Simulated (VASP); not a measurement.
# Tm (P6_3/mmc) in VASP: runs at scaled volumes

Single points of Tm at other volumes, in PBE.

Program: VASP 6.6.1. These are calculated values, not measurements. Logs are shortened: lines on timing, memory, paths and dates and some standing lists are left out, and cuts for length are marked.

**1. The undisturbed crystal**

It takes space group P6_3/mmc (No. 194, hexagonal). Conventional cell: a = 3.538 Å, b = 3.538 Å, c = 5.555 Å, α = 90.00°, β = 90.00°, γ = 120.00°. Around Tm (site symmetry -6m2) lie 12 Tm at 3.45 to 3.54 Å.

**2. Equation of state, PBE, collinear spin, ferromagnetic start, 29.50 Å³/atom (volume scaled by 0.98)**

File INCAR:

```
SYSTEM = Tm
  ALGO = Normal
  EDIFF = 1E-7
  ENCUT = 520
  GGA = PE
  ISIF = 2
  ISMEAR = -1
  ISPIN = 2
  LASPH = .True.
  LCHARG = .False.
  LMAXMIX = 6
  LORBIT = 11
  LREAL = .False.
  LWAVE = .False.
  MAGMOM = 2 2
  NBANDS = 34
  NELM = 100
  PREC = Accurate
  SIGMA = 0.05
```

File KPOINTS:

```
k-points
0
Gamma
  9 9 5
  0 0 0
```

File POSCAR:

```
Tm
1.0
    3.5137576739      0.0000000000      0.0000000000
   -1.7568788369      3.0430034083      0.0000000000
    0.0000000000      0.0000000000      5.5173196821
Tm
2
Direct
    0.6666666667      0.3333333333      0.7500000000
    0.3333333333      0.6666666667      0.2500000000
```

Potentials or basis: VASP PAW PBE potentials, release 64 (Tm).

Command:

```sh
$ cat potpaw_PBE.64/Tm/POTCAR > POTCAR
$ mpirun -np 1 vasp_std > vasp.out
```

OUTCAR:

```text
SYSTEM = Tm
   EDIFF = 1E-7
   ENCUT = 520
   GGA = PE
   ISIF = 2
   ISMEAR = -1
   ISPIN = 2
   LASPH = .True.
   LORBIT = 11
   LREAL = .False.
   NELM = 100
   PREC = Accurate

 Found     36 irreducible k-points:

 Following reciprocal coordinates:
            Coordinates               Weight
  0.000000  0.000000  0.000000      1.000000
  0.111111 -0.000000  0.000000      6.000000
  0.222222 -0.000000  0.000000      6.000000
  0.333333  0.000000  0.000000      6.000000
  0.444444 -0.000000  0.000000      6.000000
  0.111111  0.111111  0.000000      6.000000
   k-points           NKPTS =     36   k-points in BZ     NKDIM =     36   number of bands    NBANDS=     34
   number of dos      NEDOS =    301   number of ions     NIONS =      2
   total plane-waves  NPLWV =  32928
   dimension x,y,z NGX =    28 NGY =   28 NGZ =   42
   dimension x,y,z NGXF=    56 NGYF=   56 NGZF=   84
   ions per type =               2
   NGX,Y,Z   is equivalent  to a cutoff of  13.25, 13.25, 12.66 a.u.
   NGXF,Y,Z  is equivalent  to a cutoff of  26.50, 26.50, 25.31 a.u.
 SYSTEM =  Tm
   PREC   = accura    normal or accurate (medium, high low for compatibility)
   ISTART =      0    job   : 0-new  1-cont  2-samecut
   ICHARG =      2    charge: 1-file 2-atom 10-const
   ISPIN  =      2    spin polarized calculation?
   LNONCOLLINEAR =      F non collinear calculations
   LSORBIT =      F    spin-orbit coupling
   LASPH  =      T    aspherical Exc in radial PAW
   ENCUT  =  520.0 eV  38.22 Ry    6.18 a.u.   6.53  6.53 10.26*2*pi/ulx,y,z
   NELM   =    100;   NELMIN=  2; NELMDL= -5     # of ELM steps
   EDIFF  = 0.1E-06   stopping-criterion for ELM
   LREAL  =      F    real-space projection
   EDIFFG = 0.1E-05   stopping-criterion for IOM
   NSW    =      0    number of steps for IOM
   IBRION =     -1    ionic relax: 0-MD 1-quasi-New 2-CG
   NFREE  =      0    steps in history (QN), initial steepest desc. (CG)
   ISIF   =      2    stress and relaxation
   ISYM   =      2    0-nonsym 1-usesym 2-fastsym
   POTIM  = 0.5000    time-step for ionic-motion
   TEBEG  =    0.0;   TEEND  =   0.0 temperature during run
   PSTRESS=    0.0 pullay stress
   NELECT =      46.0000    total number of electrons
   NUPDOWN=      -1.0000    fix difference up-down
   EMIN   =  10.00;   EMAX   =-10.00  energy-range for DOS
   EFERMI =   0.00;   METHOD = LEGACY
   ISMEAR =    -1;   SIGMA  =   0.05  broadening in eV -4-tet -1-fermi 0-gaus
   EFERMI_NEDOS =   21; number of points for ismear=-14 and -15
   IALGO  =     38    algorithm
   IMIX   =      4    mixing-type and parameters
     AMIX     =   0.40;   BMIX     =  1.00
     AMIX_MAG =   1.60;   BMIX_MAG =  1.00
  volume/ion in A,a.u.               =      29.50       199.05
  Fermi-wavevector in a.u.,A,eV,Ry     =   1.506815  2.847468 30.891917  2.270492
  Thomas-Fermi vector in A             =   2.617483
   LORBIT       =     11    0 simple, 1 ext, 2 COOP (PROOUT), +10 PAW based schemes
   GGA     = PE    functional components
   LHFCALC =     F    Hartree Fock is set to
   AEXX    =    0.0000 exact exchange contribution
   IVDW    =     0    specifies the selected vdW correction
   LEPSILON=     F    determine dielectric tensor
   LRPA    =     F    only Hartree local field effects (RPA)
 spin polarized calculation
  energy-cutoff  :      520.00
  volume of cell :       58.99
 maximum number of plane-waves:      1622
 NGX is ok and might be reduce to    28
   NGX = 13   NGY = 13   NGZ = 21

 number of electron      46.0000019 magnetization       2.1748006

 Free energy of the ion-electron system (eV)
  ---------------------------------------------------
  ext. energy  EPLUGINS =         0.00000000
  ---------------------------------------------------
  free energy    TOTEN  =        -8.00278769 eV

  energy without entropy =       -7.88108761  energy(sigma->0) =       -7.94193765

 E-fermi :   2.3176     XC(G=0): -10.3759

 val. band max:        2.3175818816   @ k =   0.2222  -0.0000   0.2000
 cond. band min:       2.3184173086   @ k =   0.0000   0.0000   0.4000
 fundamental gap:      0.0008354270
 Fermi energy:         2.3176426792

 spin component 1

 k-point     1 :       0.0000    0.0000    0.0000
  band No.  band energies     occupation
      1     -48.0859      1.00000
      2     -48.0301      1.00000
      3     -21.6858      1.00000
      4     -21.0797      1.00000
      5     -21.0797      1.00000
      6     -20.9701      1.00000
[... 26 lines left out ...]
     33       9.0043      0.00000
     34       9.0043      0.00000
[... 154 lines left out ...]
      4     -21.2152      1.00000
      5     -21.1739      1.00000
      6     -21.0880      1.00000
[... 26 lines left out ...]
     33       9.5047      0.00000
     34      10.6180      0.00000

 [... further k-points ...]

 spin component 2

 k-point     1 :       0.0000    0.0000    0.0000
  band No.  band energies     occupation
      1     -47.5471      1.00000
      2     -47.4878      1.00000
      3     -21.3635      1.00000
      4     -20.7313      1.00000
      5     -20.7313      1.00000
      6     -20.6158      1.00000
[... 26 lines left out ...]
     33       9.0398      0.00000
     34       9.0398      0.00000
[... 154 lines left out ...]
      4     -20.8755      1.00000
      5     -20.8314      1.00000
      6     -20.7411      1.00000
[... 26 lines left out ...]
     33       9.5519      0.00000
     34      10.6346      0.00000

 [... further k-points ...]

------------------------ aborting loop because EDIFF is reached ----------------------------------------

  FORCE on cell =-STRESS in cart. coord.  units (eV):
  Direction    XX          YY          ZZ          XY          YZ          ZX
  --------------------------------------------------------------------------------------
  -------------------------------------------------------------------------------------
  Total        0.9374891      0.9374891      2.6921605      0.0000000      0.0000000     -0.0000000
  in kB       25.4609388     25.4609388     73.1154468      0.0000000      0.0000000     -0.0000000
  external PRESSURE =      41.3457748 kB  Pullay stress =       0.0000000 kB

 VOLUME and BASIS-vectors are now :
 -----------------------------------------------------------------------------
  energy-cutoff  :      520.00
  volume of cell :       58.99
      direct lattice vectors                 reciprocal lattice vectors
     3.513757674  0.000000000  0.000000000     0.284595608  0.164311351  0.000000000
    -1.756878837  3.043003408  0.000000000     0.000000000  0.328622701  0.000000000
     0.000000000  0.000000000  5.517319682     0.000000000  0.000000000  0.181247428

 POSITION                                       TOTAL-FORCE (eV/Angst)
 -----------------------------------------------------------------------------------
      1.75688      1.01433      4.13799         0.000000     -0.000000      0.000000
     -0.00000      2.02867      1.37933        -0.000000      0.000000      0.000000
 -----------------------------------------------------------------------------------
    total drift:                               -0.000001      0.000000     -0.000000

  FREE ENERGIE OF THE ION-ELECTRON SYSTEM (eV)
  ---------------------------------------------------
  free  energy   TOTEN  =        -8.0027876853 eV

  energy  without entropy=       -7.8810876104  energy(sigma->0) =       -7.94193765

 total charge

# of ion       s       p       d       f       tot
--------------------------------------------------
    1        2.224   5.946   0.437  12.476  21.082
    2        2.224   5.946   0.437  12.476  21.082
--------------------------------------------------
tot          4.448  11.892   0.873  24.952  42.165

 magnetization (x)

# of ion       s       p       d       f       tot
--------------------------------------------------
    1        0.003  -0.040  -0.064   1.316   1.215
    2        0.003  -0.040  -0.064   1.316   1.215
--------------------------------------------------
tot          0.005  -0.080  -0.127   2.632   2.430
```

It took 7 min on 1 thread of Intel Xeon Platinum 8488C (Sapphire Rapids), shared host; peak memory 0.28 GiB.

What came out:

```yaml
Free_energy: -8.0028 eV
Pressure: 4.1 GPa
Band_gap_on_the_k_mesh: none (metal or under the smearing width)
Net_moment: 2.17 μB per cell
Site_moments: Tm +1.22 μB
Valence_electrons_inside_the_program's_atomic_spheres: Tm 21.08
```

Caveat: the magnetic or orbital state may not be the lowest; spin-orbit coupling is left out, which moves the levels of the heavy elements.
